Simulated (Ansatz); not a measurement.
**CsPbCl₃: a fit and a missing row**

CsPbCl₃, Pm-3m, a = 5.735 Å. The structure is a COD entry; whether it is the stable form wasn't checked. Ansatz: PBE, PAW, 420 eV, Γ-centred 6×6×6 mesh on 5 atoms, Gaussian smearing 0.02 eV; no spin polarisation. Symmetry fixes shape and atoms, so the cell is only scaled; pressure is positive in compression.

```tsv
V (Å³/atom)	P (GPa)
35.467	1.57
36.599	0.72
37.730	0.00
38.862	-0.60
39.994	?
```

Task: Take V0 = 37.730 Å³/atom, fit the third-order Birch–Murnaghan form to the other rows, and predict the missing pressure.

Result: With the Eulerian strain f = ½[(V0/V)^(2/3) − 1] and y = P/[3f(1 + 2f)^(5/2)], the form is the line y = B0 + 1.5 B0 (B0′ − 4) f. Rows (f, y): 0.02105, 22.43; 0.01025, 22.26; -0.00976, 21.53. Means f = 0.007180, y = 22.073; Σ(Δf)² = 0.0004888, ΣΔfΔy = 0.01472; the slope is their ratio. y = 21.86 + 30.13 f GPa, so B0 = 21.9 GPa and B0′ = 4 + 2 × (30.13)/(3 × 21.86) = 4.92. At V = 39.994, f = -0.01905, y = 21.286 and P = -1.10 GPa. The run gave -1.11 GPa, so the fit is 0.01 GPa too high, a small miss on the scale of the series. The form still works here, 33 % of the fitted range beyond its end.

Spin–orbit coupling is left out, which can shift energies with elements as heavy as these.

Symmetry holds off the tilts and polar distortions that many cubic perovskites undergo.